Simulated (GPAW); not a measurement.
A run of GPAW 26.7.0 is set up as follows.

The input run.py:

```python
from ase.calculators.mixing import SumCalculator
from ase.eos import EquationOfState
from ase.io import Trajectory, read
from ase.units import GPa
from dftd3.ase import DFTD3
from gpaw import GPAW, PW

atoms = read('InP.xyz')

traj = Trajectory('eos.traj', 'w')
volumes, energies = [], []
for x in [0.94, 0.96, 0.98, 1.0, 1.02, 1.04, 1.06]:
    a = atoms.copy()
    a.set_cell(atoms.cell * x**(1 / 3), scale_atoms=True)
    calc = GPAW(mode=PW(600),
                xc='revPBE',
                kpts={'size': (6, 6, 6), 'gamma': True},
                occupations={'name': 'fermi-dirac', 'width': 0.05},
                nbands=18,
                convergence={'density': 1e-05, 'energy': 1e-05},
                maxiter=150,
                txt=f'eos-{x:.2f}.txt')
    a.calc = SumCalculator([calc, DFTD3(method='revpbe', damping='d3zero')])
    energies.append(a.get_potential_energy())
    volumes.append(a.get_volume())
    p = -a.get_stress()[:3].mean() / GPa
    calc.write(f'eos-{x:.2f}.gpw')
    traj.write(a)
    print(f'{x:.2f} {volumes[-1]:10.4f} A^3 {energies[-1]:14.6f} eV {p:9.3f} GPa', flush=True)

v0, e0, B = EquationOfState(volumes, energies, eos='birchmurnaghan').fit()
print(f'V0 = {v0:.4f} A^3, E0 = {e0:.6f} eV, B0 = {B / GPa:.2f} GPa')
```

File InP.xyz:

```xyz
2
Lattice="0.0000000000 2.9305000000 2.9305000000 2.9305000000 0.0000000000 2.9305000000 2.9305000000 2.9305000000 0.0000000000" Properties=species:S:1:pos:R:3 pbc="T T T"
In     0.0000000000      0.0000000000      0.0000000000
P      4.3957500000      4.3957500000      4.3957500000
```

Potentials or basis: the program's PAW data sets (release 1.2.1) made for this functional, pw.

Run with:

```bash
$ OMP_NUM_THREADS=1 python run.py
```

Task: Estimate the pressure derivative of the bulk modulus.

Result: 4.7.

Task: What does it give for the equilibrium volume?

Result: 25.80 Å³/atom.

Energy against volume, from the lowest point:
| volume (Å³/atom) | energy (meV/atom) |
| --- | --- |
| 23.657 | 40.41 |
| 24.160 | 22.68 |
| 24.663 | 10.40 |
| 25.167 | 3.01 |
| 25.670 | 0.00 |
| 26.173 | 0.88 |
| 26.677 | 5.24 |

**Measured values to compare with.**

A printed reference work, data compilation reports, for a bulk crystal of InP: bulk modulus 71 GPa.

Against the measured bulk modulus of InP, 71 GPa (a printed reference work, data compilation), the calculated 62 GPa is off by -13.0 %. The fit is for a static lattice scaled at fixed shape and fixed fractional positions.
